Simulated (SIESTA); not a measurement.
Runs of SIESTA 5.4.2 on AlN. The structure is hexagonal, space group P6_3mc (No. 186). The conventional cell has a = 3.113 Å, b = 3.113 Å, c = 4.981 Å, α = 90.00°, β = 90.00°, γ = 120.00°. Al (site symmetry 3m) has 4 N at 1.89 Å as nearest neighbours. Around N (site symmetry 3m) lie 4 Al at 1.89 Å. 

```tsv
task	level	potentials or basis	cell	k mesh	optimiser	force tolerance	stress tolerance (GPa)	grid cutoff	energy shift	gap on the mesh (eV)	pressure (GPa)	largest force (eV/Å)
band structure	AM05	PseudoDojo 0.4 standard (PBEsol files), DZP (energy shift 0.002 Ry; radii capped at 9.5 bohr)	as given	10 × 10 × 6	-	-	-	800 Ry	0.002 Ry	4.31	(b)	0.14
band structure	PBE	PseudoDojo 0.4 standard (PBE files), TZDP (energy shift 0.01 Ry)	as given	10 × 10 × 6	-	-	-	800 Ry	0.01 Ry	(a)	5.0	0.13
band structure	LDA	PseudoDojo 0.4 standard (LDA files), DZP (energy shift 0.002 Ry; radii capped at 9.5 bohr)	as given	10 × 10 × 6	-	-	-	800 Ry	0.002 Ry	4.43	-3.6	0.12
relaxation of cell and atoms	PBE	PseudoDojo 0.4 standard (PBE files), DZP (energy shift 0.002 Ry; radii capped at 9.5 bohr)	relaxed	8 × 8 × 4	Broyden	0.01 eV/Å	0.05	1200 Ry	0.002 Ry	4.11	0.0	-
band structure	PBE	PseudoDojo 0.4 standard (PBE files), DZP (energy shift 0.002 Ry; radii capped at 9.5 bohr)	as given	10 × 10 × 6	-	-	-	800 Ry	0.002 Ry	4.37	5.3	0.14
```

Alike in all rows: no spin polarisation; smearing fermi-dirac 0.05 eV.

Fill in the values left out.

(a) 4.38; (b) 1.8.

Caveats: the basis of atomic orbitals isn't converged, which shifts pressures, moduli and gaps; the potentials were made for another functional, which shifts forces and pressure (some runs).

